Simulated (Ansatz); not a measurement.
Set up this calculation in Ansatz 0.2.0, as the native input.

* Task: relaxation of cell and atoms
* Functional: BLYP
* Potentials or basis: Ansatz PAW
* Cutoff: 420 eV (not typed: the program's choice for these potentials)
* k mesh: 10 × 10 × 8
* Occupations: fermi-dirac, width 0.05 eV
* Spin: no spin polarisation

Crystal: Ga.

```
CELL_PARAMETERS angstrom
1.38300 -4.02650 0.00000
1.38300 4.02650 0.00000
-0.11745 0.00000 3.32993
ATOMIC_POSITIONS crystal
Ga 0.13100 0.86900 0.75000
Ga 0.86900 0.13100 0.25000
```

This isn't the form of Ga at room conditions, which is orthorhombic.

The input as run:

input.yaml

```yaml
crystal:
  lattice:
    - [1.383, -4.0265, 0.0]
    - [1.383, 4.0265, 0.0]
    - [-0.1174474948, 0.0, 3.3299294416]
  atoms:
    - { symbol: Ga, position: [0.131, 0.869, 0.75] }
    - { symbol: Ga, position: [0.869, 0.131, 0.25] }
hamiltonian:
  xc: blyp
  pseudopotentials: { kind: paw }
kpoints:
  mp_grid: { grid: [10, 10, 8] }
scf:
  occupations: { method: fermi_dirac, width: 0.05 }
output:
  forces: true
  stress: true
  eigenvalues: true
  write_density: true
  write_potential: true
  elf: true
  volumetric_format: npy
relax:
  f_tol: 0.01
  max_steps: 40
  cell: { stress_tol: 0.05 }
```

Potentials or basis: Ansatz PAW.

Run with:

```bash
$ ansatz run input.yaml --threads 2 --pin off --max-ram 5632MiB --backend cpu --events-out ev --progress --plain --runs-dir out
```

It gave:

- Relaxed volume: 21.77 Å³/atom
- Relaxed cell: a = 4.484 Å, b = 4.484 Å, c = 3.375 Å, α = 89.98°, β = 89.98°, γ = 140.08°
- Space group after relaxing (to 0.05 Å): Cmcm (No. 63)
- Energy gained by relaxing: 66.7 meV/atom
- Ionic steps: 15
- Pressure after relaxing: 0.0 GPa
- Band gap on the k mesh: none (metal or under the smearing width)

Caveat: the volume moved by over 15 % at a fixed basis, so the end points are rough; the plane-wave basis is chosen anew once the cell has moved, so the energies of steps on either side of that aren't comparable; the PAW data sets come from PBE, with cores solved anew for the run's functional, which leaves a small shift of forces and pressure.

Run time: 88 s on 2 threads of Arm Neoverse V1, with other jobs on the host, peak memory 0.45 GiB.
